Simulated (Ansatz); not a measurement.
Computed properties of BaF2

```yaml
crystal:
  lattice:
    - [0.00000, 3.10005, 3.10005]
    - [3.10005, 0.00000, 3.10005]
    - [3.10005, 3.10005, 0.00000]
  atoms:
    - { symbol: Ba, position: [0.00000, 0.00000, 0.00000] }
    - { symbol: F, position: [0.25000, 0.25000, 0.25000] }
    - { symbol: F, position: [0.75000, 0.75000, 0.75000] }
```

Atom numbers follow the list: Ba1, F2, F3.

The cell is COD entry 9009004, as deposited and not checked against the literature; nothing was relaxed.

No spin–orbit coupling, which matters for the heavy atoms here.

Methods: DFT, PBE, all-electron LAPW, scalar-relativistic (Ansatz 0.2.0); DFT, PBE, PAW with Ansatz's default frozen-core files, scalar-relativistic (Ansatz 0.2.0).

For LAPW: a Γ-centred 8×8×8 k mesh, Fermi–Dirac smearing of 0.01 eV, basis error target 1 meV/atom, no spin polarisation. PAW takes a cutoff of 420 eV at this cell. The Ansatz runs share mesh, smearing and spin set-up. Values come from LAPW unless marked.

```yaml
Pressure_at_this_cell: 1.27 GPa
Bader_charges_from_the_PAW_run: Ba1 +1.68, F2 -0.84 e
Löwdin_charges_with_0.22_e_of_the_cell_spilling_out_of_the_atomic_basis_so_their_sizes_and_signs_hang_on_that_basis: Ba1 1.80, F2 -0.79 e
Volume_per_atom: 19.86 Å³
```

(1) Give the computed value. Smallest direct gap on the path.

(2) Give the computed value. Band gap.

Answers

(1) 6.92 eV.

(2) 6.82 eV, indirect from the line K (0.375, 0.375, 0.75)–Γ to Γ.
